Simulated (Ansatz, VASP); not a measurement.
One calculation of ZnS, two programs

The input INCAR:

```
PREC = Accurate
ENCUT = 520
EDIFF = 1E-6
ISMEAR = 0
SIGMA = 0.02
LREAL = F
LASPH = T
NELM = 100
ALGO = Normal
ISIF = 2
LWAVE = F
LCHARG = T
GGA = PE
LELF = T
LVHAR = T
NBANDS = 16
```

The input KPOINTS:

```
Automatic mesh
0
Gamma
  8 8 8
```

File POSCAR:

```
ZnS
1.0
    0.0000000000      2.7485417820      2.7485417820
    2.7485417820      0.0000000000      2.7485417820
    2.7485417820      2.7485417820      0.0000000000
Zn S
1 1
Direct
    0.2500000000      0.2500000000      0.2500000000
    0.0000000000      0.0000000000      0.0000000000
```

Input for Ansatz:

```yaml
crystal:
  lattice:
    - [0.0, 2.748541782, 2.748541782]
    - [2.748541782, 0.0, 2.748541782]
    - [2.748541782, 2.748541782, 0.0]
  atoms:
    - { symbol: Zn, position: [0.25, 0.25, 0.25] }
    - { symbol: S, position: [0.0, 0.0, 0.0] }
basis:
  ecutwfc: 420
kpoints:
  mp_grid: { grid: [8, 8, 8] }
hamiltonian:
  xc: pbe
scf:
  occupations: { method: gaussian, width: 0.02 }
output:
  forces: true
  stress: true
  eigenvalues: true
```

Alike in both runs: task single point; functional PBE; k mesh 8 × 8 × 8; occupations gaussian, width 0.02 eV; no spin polarisation.

|  | VASP | Ansatz |
| --- | --- | --- |
| version | VASP 6.6.1 | Ansatz 0.2.0 |
| potentials or method | VASP PAW PBE potentials, release 64 (Zn, S) | scalar-relativistic, plane waves, PAW |
| plane-wave cutoff (eV) | 520 | 420 |
| valence electrons in the cell | 18 | 18 |

|  | VASP | Ansatz | Ansatz less VASP |
| --- | --- | --- | --- |
| gap on the k mesh at the Fermi level (eV) | 1.89 | 1.89 | -0.003 |
| least direct gap on the mesh (eV) | 1.89 | 1.89 | -0.003 |
| pressure (GPa) | -1.8 | -1.9 | -0.12 |

PBE gaps usually lie below the measured ones, often by a third to a half.
